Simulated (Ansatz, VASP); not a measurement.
# One calculation of Mo, two programs

File INCAR:

```
ALGO     = Normal         # electronic algorithm
EDIFF    = 1E-7           # SCF threshold, eV
ENCUT    = 520            # plane-wave cutoff, eV
GGA      = PE             # functional
ISIF     = 2              # what is computed and relaxed
ISMEAR   = -1             # smearing method
LASPH    = True           # aspherical terms in the spheres
LCHARG   = False          # write CHGCAR
LREAL    = False          # projectors in reciprocal space
LWAVE    = False          # write WAVECAR
NBANDS   = 13             # bands
NELM     = 100            # most SCF steps
PREC     = Accurate       # precision mode
SIGMA    = 0.05           # smearing width, eV
```

The input KPOINTS:

```
k-points
0
Gamma
  12 12 12
```

POSCAR

```
Mo
1.0
   -1.5943890000      1.5912960000      1.5845360000
    1.6123860000     -1.5430600000      1.5542960000
    1.6065880000      1.5552580000     -1.5362990000
Mo
1
Direct
   -0.0048930000     -0.0285050000     -0.0279780000
```

File input.yaml:

```yaml
crystal:
  lattice:
    - [-1.594389, 1.591296, 1.584536]
    - [1.612386, -1.54306, 1.554296]
    - [1.606588, 1.555258, -1.536299]
  atoms:
    - { symbol: Mo, position: [-0.004893, -0.028505, -0.027978] }
hamiltonian:
  xc: pbe
  pseudopotentials: { kind: paw }
kpoints:
  mp_grid: { grid: [12, 12, 12] }
scf:
  occupations: { method: fermi_dirac, width: 0.05 }
output:
  forces: true
  stress: true
  eigenvalues: true
```

Change from the starting cell: cell strained at random at fixed volume.

Alike in both runs: task single point; functional PBE; k mesh 12 × 12 × 12; occupations fermi-dirac, width 0.05 eV; no spin polarisation.

|  | VASP | Ansatz |
| --- | --- | --- |
| version | VASP 6.6.1 | Ansatz 0.2.0 |
| potentials or method | VASP PAW PBE potentials, release 64 (Mo_sv) | Ansatz PAW |
| plane-wave cutoff (eV) | 520 | 420 |
| valence electrons in the cell | 14 | 14 |

|  | VASP | Ansatz | Ansatz less VASP |
| --- | --- | --- | --- |
| gap on the k mesh at the Fermi level (eV) | none | none | - |
| pressure (GPa) | -1.1 | -1.6 | -0.50 |
| largest component of the traceless stress (GPa) | 5.25 | 5.25 | +0.004 |

A gap of «none» marks a metal or a gap that the smearing closes. The functional is the same, so the differences come from potentials, cutoffs and numerics.
